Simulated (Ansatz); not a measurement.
**Si3N4 at a changed volume: 14N nuclear quadrupole resonance**

Cell: an entry of the Crystallography Open Database (COD), relaxed with PBE at fixed cell and then changed (volume scaled by 0.94, ions relaxed).

Space group P6_3/m (No. 176); a = 7.4400, c = 2.8431 Å, γ = 120.00°.

```csv
site,Wyckoff,site symmetry,x,y,z
Si,6h,m..,0.7630,0.1695,0.2500
N7,6h,m..,0.0253,0.3285,0.2500
N13,2d,-6..,0.3333,0.6667,0.7500
```

One atom of each set is listed.

All values are calculated (Ansatz; DFT, PBE, plane waves and PAW, scalar-relativistic, 420 eV cutoff, Γ-centred 4×4×10 k-points, Fermi–Dirac smearing 0.02 eV), not measured.

14N: I = 1, Q = 20.44 mb (year-2017 value). Static lattice, zero field.

(1) Predict the zero-field 14N lines of each site.

Results:

(1) For I = 1 the lines are ν± = (3/4)|C_Q|(1 ± η/3) and ν₀ = |C_Q|η/2.

| site | atoms | V_zz (10²¹ V/m²) | C_Q (MHz) | η | line frequencies (MHz) |
| --- | --- | --- | --- | --- | --- |
| N7 | 6 | -4.29 | -2.12 | 0.10 | 0.108, 1.53, 1.64 |
| N13 | 2 | -4.17 | -2.06 | 0.00 | 1.55 |

An axis of threefold or higher order runs through N13, so V_zz lies along it and η is zero. At N7 V_zz stands upright on the plane through its three neighbours (within 2°).

At this changed cell the PBE pressure is 24 GPa.
